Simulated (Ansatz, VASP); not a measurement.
**Mo in VASP and in Ansatz**

```
CELL_PARAMETERS angstrom
-1.55598 1.55598 1.55598
1.55598 -1.55598 1.55598
1.55598 1.55598 -1.55598
ATOMIC_POSITIONS crystal
Mo 0.00000 0.00000 0.00000
```

Alike in both runs: task single point; functional PBEsol; k mesh 18 × 18 × 18; occupations gaussian, width 0.05 eV; no spin polarisation.

|  | VASP | Ansatz |
| --- | --- | --- |
| version | VASP 6.6.1 | Ansatz 0.2.0 |
| potentials or method | VASP PAW PBE potentials, release 64 (Mo_sv) | scalar-relativistic, plane waves, PAW |
| plane-wave cutoff (eV) | 520 | 420 |
| valence electrons in the cell | 14 | 14 |

Ansatz gave:

```
pressure (GPa) : 4.8
```

Task: Which values does VASP return?

Result: Pressure (GPa): 5.4.

Caveats: the PAW data sets were made with another functional, which shifts forces and pressure a little (VASP).
